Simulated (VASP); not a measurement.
# MgS (Niningerite): equation of state with PBEsol

Crystal: MgS (Niningerite).

```
CELL_PARAMETERS angstrom
0.00000 2.58913 2.58913
2.58913 0.00000 2.58913
2.58913 2.58913 0.00000
ATOMIC_POSITIONS crystal
S 0.50000 0.50000 0.50000
Mg 0.00000 0.00000 0.00000
```

```
Program             : VASP 6.6.1
Task                : equation of state
Functional          : PBEsol
Potentials or basis : VASP PAW PBE potentials, release 64 (S, Mg)
Cutoff              : 520 eV
k mesh              : 8 × 8 × 8
Occupations         : gaussian, width 0.02 eV
Spin                : no spin polarisation
```

```yaml
Equilibrium_volume: 17.36 Å³/atom
Bulk_modulus: 79 GPa
Pressure_derivative_of_the_bulk_modulus: "4.0 (rough: it moves with the points fitted)"
```

Energy against volume, from the lowest point:
```
volume (Å³/atom)  energy (meV/atom)
          16.662               7.40
          17.009               1.81
          17.357               0.00
          17.704               1.63
          18.051               6.35
```

All runs of the series together: 39 s on 1 thread of AMD EPYC 7R13 Processor (Zen 3), with other jobs on the host.

Caveat: the PAW data sets were made with another functional, which shifts forces and pressure a little.
